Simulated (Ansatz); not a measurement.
# GaSb: energy along a strain

GaSb, F-43m, a = 6.118 Å (as given, not relaxed at this level: 2.3 GPa). Ansatz: PBE, PAW, 420 eV, Γ-centred 14×14×14 mesh on 2 atoms, Gaussian smearing 0.15 eV; no spin polarisation. Cell vectors (Å): 0.000 3.059 3.059; 3.059 0.000 3.059; 3.059 3.059 0.000. The cell is strained by x per cent times the pattern (0 1 0 0 0 0) in the order xx yy zz yz xz xy (engineering shears), with fractional coordinates held. y is the free energy over the start, V0 = 28.625 Å³/atom.

```
x (%) y (meV/atom)
-4.00             ?
-3.00         19.42
-2.00         11.38
-1.00          4.92
 0.00          0.00
 1.00         -3.42
 2.00         -5.38
 3.00         -5.92
 3.50         -5.68
 4.00         -5.09
```

Problem. Fit y = c1 x + c2 x² + c3 x³ to the other rows, get the stiffness along the pattern, and predict the missing energy.

Solution. Least squares on the rows shown. y = −4.1624 x + 0.74984 x² − 0.0068524 x³. The clamped-ion stiffness p·C·p = 2 × 7.498 eV × 160.2 / 28.625 Å³ = 84 GPa, which is C22 in these axes (C11 of the cubic crystal) (second derivative at the start, which stands under stress). At x = -4.00 the fit asked for gives 29.09 meV/atom. The run gave 29.07 meV/atom, so the fit is 0.02 meV/atom too high, a small miss on the scale of the series.

The energy falls when the cell is stretched along one cube axis and is lowest near 3.00 %, because the starting lattice is compressed relative to the PBE equilibrium. PBE typically overestimates the lattice constant of III-V semiconductors, so the initial slope reflects this mismatch rather than any tendency of GaSb to distort tetragonally. With the two lateral axes held, the minimum is not the equilibrium lattice constant either.

The curvature, 84 GPa, measures the resistance of the tetrahedral sp³ network to combined volume change and bond-angle distortion. The negative cubic term means that the lattice stiffens on compression and softens on extension, as expected when short-range repulsion rises faster than the bonding attraction. The stiffness would therefore probably be lower at the relaxed PBE volume.

Holding the fractional coordinates costs nothing here: under strain along a cube axis, the remaining symmetry keeps both sublattices in place, so the clamped-ion and relaxed-ion values of C11 coincide. That equality would not carry over to C44, where shear displaces the sublattices against each other.
